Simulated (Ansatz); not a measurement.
Set up this calculation in Ansatz 0.2.0, as the native input.

```
Task                                : band structure
Functional                          : RPBE
Potentials or basis                 : Ansatz PAW
Cutoff                              : 420 eV (not typed: the program's choice for these potentials)
k mesh                              : 11 × 11 × 11
Occupations                         : fermi-dirac, width 0.05 eV
Spin                                : no spin polarisation
Path                                : [["G", "X", "M", "G", "Z", "P", "N", "Z1", "M"], ["X", "P"]]
Points for each segment of the path : 14
```

The system is Si.

```xyz
2
Lattice="-2.3714 2.3714 1.3293 2.3714 -2.3714 1.3293 2.3714 2.3714 -1.3293" Properties=species:S:1:pos:R:3 pbc="T T T"
Si    0.0000    0.0000    1.3293
Si    2.3714    0.0000    0.6646
```

This isn't the form of Si at room conditions, which is diamond.

The input as run:

input.yaml

```yaml
crystal:
  lattice:
    - [-2.3713723045, 2.3713723045, 1.3292653899]
    - [2.3713723045, -2.3713723045, 1.3292653899]
    - [2.3713723045, 2.3713723045, -1.3292653899]
  atoms:
    - { symbol: Si, position: [0.5, 0.5, 0.0] }
    - { symbol: Si, position: [0.25, 0.75, 0.5] }
hamiltonian:
  xc: rpbe
  pseudopotentials: { kind: paw }
kpoints:
  mp_grid: { grid: [11, 11, 11] }
  band_path:
    path:
      - [[0.0, 0.0, 0.0], [0.0, 0.0, 0.5], [-0.5, 0.5, 0.5], [0.0, 0.0, 0.0], [0.3285532063, 0.3285532063, -0.3285532063], [0.25, 0.25, 0.25], [0.0, 0.5, 0.0], [-0.3285532063, 0.6714467937, 0.3285532063], [-0.5, 0.5, 0.5]]
      - [[0.0, 0.0, 0.5], [0.25, 0.25, 0.25]]
    npoints: 14
scf:
  occupations: { method: fermi_dirac, width: 0.05 }
  n_extra_bands: 6
output:
  forces: true
  stress: true
  eigenvalues: true
  fatbands: false
```

Potentials or basis: Ansatz PAW.

The run is started by

```sh
$ ansatz run input.yaml --threads 2 --pin off --max-ram 5632MiB --backend cpu --events-out ev --progress --plain --runs-dir out
```

Results of the run:

```
Pressure               : 4.7 GPa
Band gap on the k mesh : none (metal or under the smearing width)
```

Caveat: the PAW data sets come from PBE, with cores solved anew for the run's functional, which leaves a small shift of forces and pressure.

Run time: 0.66 s on 2 threads of AMD EPYC 9R45 96-Core Processor (Zen 5) (shared host), peak memory 0.37 GiB.
